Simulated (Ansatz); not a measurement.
# TiAl3: the cost of one run

Computed with Ansatz 0.2.0 (DFT PBE, scalar-relativistic, plane waves, PAW, unless a step's input says otherwise).

2 further runs of the same task are left out: 1 that didn't finish, 1 set aside as unsound or not needed. Runs told in other sessions of the task aren't counted.

## Step 1: The structure to begin with

The structure is tetragonal, space group I4/mmm (No. 139). The conventional cell has a = 3.845 Å, b = 3.845 Å, c = 8.623 Å, α = 90.00°, β = 90.00°, γ = 90.00°. Around Ti (site symmetry 4/mmm) lie 12 Al at 2.72 to 2.89 Å. Al (site symmetry 4/mmm) has 4 Ti at 2.72 Å and 8 Al at 2.89 Å in its first shell of neighbours. Al (site symmetry -4m2) has 8 Al at 2.72 to 2.89 Å and 4 Ti at 2.89 Å in its first shell of neighbours.

Structure file:

```xyz
4
Lattice="-1.9227 1.9227 4.3114 1.9227 -1.9227 4.3114 1.9227 1.9227 -4.3114" Properties=species:S:1:pos:R:3 pbc="T T T"
Ti    0.0000    0.0000    0.0000
Al    0.0000    0.0000    4.3114
Al    0.0000    1.9227    2.1557
Al    1.9227    0.0000    2.1557
```

It goes back to an entry of the Materials Project, which need not be the stable form.

This cell was relaxed beforehand with the same method: volume 15.94 Å³/atom, gap on the mesh none (metal).

## Step 2: The reference: the undisturbed cell on the scan's mesh

Input file input.yaml:

```yaml
crystal:
  lattice:
    - [-1.9226734292, 1.9226734292, 4.3114047966]
    - [1.9226734292, -1.9226734292, 4.3114047966]
    - [1.9226734292, 1.9226734292, -4.3114047966]
  atoms:
    - { symbol: Ti, position: [0.0, 0.0, 0.0] }
    - { symbol: Al, position: [0.5, 0.5, 0.0] }
    - { symbol: Al, position: [0.75, 0.25, 0.5] }
    - { symbol: Al, position: [0.25, 0.75, 0.5] }
basis:
  ecutwfc: 420
kpoints:
  mp_grid: { grid: [18, 18, 18] }
hamiltonian:
  xc: pbe
scf:
  occupations: { method: gaussian, width: 0.15 }
output:
  forces: true
  stress: true
  eigenvalues: true
  write_density: true
  write_potential: true
  elf: true
  volumetric_format: npy
```

Started as:

```bash
$ ansatz run input.yaml --threads 1 --pin off --max-ram 2560MiB --backend cpu --events-out ev --progress --plain --runs-dir out
```

What time and memory should one allow on 1 thread of Intel Xeon at 2.50GHz (Skylake/Cascade Lake), shared host?

About 57 s, with a peak of 0.66 GiB.
